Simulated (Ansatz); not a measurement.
Runs of Ansatz 0.2.0 on V. Symmetry: Im-3m, No. 229, cubic system. The conventional cell has a = 3.029 Å, b = 3.029 Å, c = 3.029 Å, α = 90.00°, β = 90.00°, γ = 90.00°. Around V (site symmetry m-3m) lie 8 V at 2.62 Å. 

| task | level | potentials or basis | cell | cutoff (eV) | points for each segment of the path | pressure (GPa) | moment (μB) | relaxed volume (Å³/atom) |
| --- | --- | --- | --- | --- | --- | --- | --- | --- |
| relaxation of cell and atoms | r2SCAN+D3(BJ) | Ansatz PAW | relaxed | 500 | - | 0.0 | 0.18 | 13.01 |
| band structure | PBE | Ansatz PAW | as given | 420 | 14 | (b) | 0.00 | - |
| relaxation of cell and atoms | revPBE+D3(BJ) | Ansatz PAW | relaxed | 420 | - | 0.0 | 0.00 | 12.51 |
| relaxation of cell and atoms | PBEsol+D4 | Ansatz PAW | relaxed | 420 | - | 0.0 | 0.00 | (a) |

Alike in all rows: spin collinear, ferromagnetic start; k mesh 12 × 12 × 12; smearing fermi-dirac 0.05 eV.

Question: Estimate the missing entries.

Answer: (a) 12.79; (b) -5.4.

Caveats: the starting moments weren't kept; the plane-wave basis is chosen anew once the cell has moved, so the energies of steps on either side of that aren't comparable (some runs); the PAW data sets come from PBE, with cores solved anew for the run's functional, which leaves a small shift of forces and pressure (some runs); the magnetic or orbital state may not be the lowest (some runs); the dispersion damping was fitted for another functional or another form of the correction (some runs).
